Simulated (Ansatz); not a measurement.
Crystal: Ni.

```
Ni
1.0
     0.00000    1.73757    1.73757
     1.73757    0.00000    1.73757
     1.73757    1.73757    0.00000
Ni
1
Direct
  0.00000 0.00000 0.00000
```

Base run:

| Item | Value |
| --- | --- |
| Program | Ansatz 0.2.0 |
| Functional | PBEsol |
| Potentials or basis | Ansatz PAW |
| Cutoff | 420 eV (not typed: the program's choice for these potentials) |
| k mesh | 11 × 11 × 11 |
| Occupations | fermi-dirac, width 0.05 eV |
| Spin | collinear spin, ferromagnetic start |
| Starting moments | [0.8] μB |
| Fixed moment | 0.8 μB |

Its results: pressure -0.8 GPa; site moments Ni +0.83 μB.

Task: After a change of settings the same cell gave: pressure 1.3 GPa; site moments Ni +1.01 μB. Which change was it?
A. fixed moment from 0.8 μB to 1.5 μB; moments at the start from [0.8] to [1.5]
B. fixed moment from 0.8 μB to 1 μB; moments at the start from [0.8] to [1.0]
C. fixed moment from 0.8 μB to 0.2 μB; moments at the start from [0.8] to [0.2]
D. fixed moment from 0.8 μB to 2 μB; moments at the start from [0.8] to [2.0]

Result: B.

Caveats: the total moment is fixed, so each spin has its own Fermi level; the PAW data sets come from PBE, with cores solved anew for the run's functional, which leaves a small shift of forces and pressure; the thresholds are loose for stress.
